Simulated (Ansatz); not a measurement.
**W (simple cubic): energy against volume**

Theory: DFT, revPBE, plane waves (420 eV) with PAW, scalar-relativistic (Ansatz 0.2.0). The PAW files were generated under PBE, with cores re-solved for the functional.

The cell is scaled uniformly from the relaxed one, with fractional coordinates and shape fixed. Energies are extrapolated to zero smearing, pressures are those at the given smearing. Magnetic state: spin not included.

A Birch-Murnaghan fit gives V₀ = 18.45 Å³/atom, B₀ = 209 GPa, B₀′ = 4.3.

What are the energy above the minimum and the pressure at 17.055 Å³/atom?

79.4 meV/atom and 19.81 GPa as computed.

What are the energy above the minimum and the pressure at 19.279 Å³/atom?

22.4 meV/atom and -7.99 GPa as computed.

What are the energy above the minimum and the pressure at 20.762 Å³/atom?

153.1 meV/atom and -18.83 GPa as computed.
